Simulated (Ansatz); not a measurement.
Crystal: Si2Ni.

```
Ni Si
1.0
     0.00000    2.70300    2.70300
     2.70300    0.00000    2.70300
     2.70300    2.70300    0.00000
Ni Si
1 2
Cartesian
  0.0000 0.0000 0.0000
  4.0545 4.0545 4.0545
  1.3515 1.3515 1.3515
```

* Program: Ansatz 0.2.0
* Task: relaxation of cell and atoms
* Functional: RPBE
* Dispersion: D4
* Potentials or basis: Ansatz PAW
* Cutoff: 420 eV (not typed: the program's choice for these potentials)
* k mesh: 9 × 9 × 9
* Occupations: fermi-dirac, width 0.05 eV
* Spin: collinear spin, ferromagnetic start
* Starting moments: [1.0, 0.0, 0.0] μB

At the start: volume 13.17 Å³/atom.

Question: How do energy, volume and symmetry change on relaxing?

Answer: It ends after 5 steps and the volume is 12.76 Å³/atom (-3.1 %); space group Fm-3m (No. 225, to 0.05 Å); moment 0.00 μB per cell.

Step by step:
```tsv
step	energy change (eV)	largest force (eV/Å)	volume (Å³)
1	0.0000	0.0000	39.50
2	-0.0143	0.0000	38.85
3	-0.0187	0.0000	38.25
4	-0.0187	0.0000	38.28
5	-0.0183	0.0000	38.28
```

Final structure:
```cif
data_structure
_symmetry_space_group_name_H-M 'P 1'
_symmetry_Int_Tables_number 1
_cell_length_a 3.7828
_cell_length_b 3.7828
_cell_length_c 3.7828
_cell_angle_alpha 60.000
_cell_angle_beta 60.000
_cell_angle_gamma 60.000
_cell_volume 38.28
loop_
_atom_site_label
_atom_site_type_symbol
_atom_site_fract_x
_atom_site_fract_y
_atom_site_fract_z
_atom_site_occupancy
Ni1 Ni 0.00000 0.00000 0.00000 1
Si1 Si 0.75000 0.75000 0.75000 1
Si2 Si 0.25000 0.25000 0.25000 1
```

Caveat: the plane-wave basis is chosen anew once the cell has moved, so the energies of steps on either side of that aren't comparable; the PAW data sets come from PBE, with cores solved anew for the run's functional, which leaves a small shift of forces and pressure; the starting moments weren't kept.
